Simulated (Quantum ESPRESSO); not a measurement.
Crystal: HfN.

```xyz
2
Lattice="0.0000 2.2560 2.2560 2.2560 0.0000 2.2560 2.2560 2.2560 0.0000" Properties=species:S:1:pos:R:3 pbc="T T T"
Hf    0.0000    0.0000    0.0000
N     2.2560    2.2560    2.2560
```

```yaml
Program: Quantum ESPRESSO 7.5
Task: phonons
Functional: PBE
Potentials_or_basis: JTH 2.0 PBE
Cutoff: 707 eV
Density_cutoff: 4245 eV
k_mesh: 8 × 8 × 8
Occupations: cold, width 0.2 eV
Spin: no spin polarisation
Mixing_beta: 0.5
Most_SCF_iterations: 120
SCF_threshold: 4e-10 Ry
```

Task: What is the highest optical frequency at the zone centre?

Result: 497 cm⁻¹, a mode of symmetry T1u (IR).

Optical modes at Γ, degenerate ones joined:
| cm⁻¹ | components | symmetry | active in |
| --- | --- | --- | --- |
| 497 | 3 | T1u | IR |

Caveat: the mesh is thin for the phonons of a metal; the cell is more than 3 GPa from zero pressure, which shifts response properties.
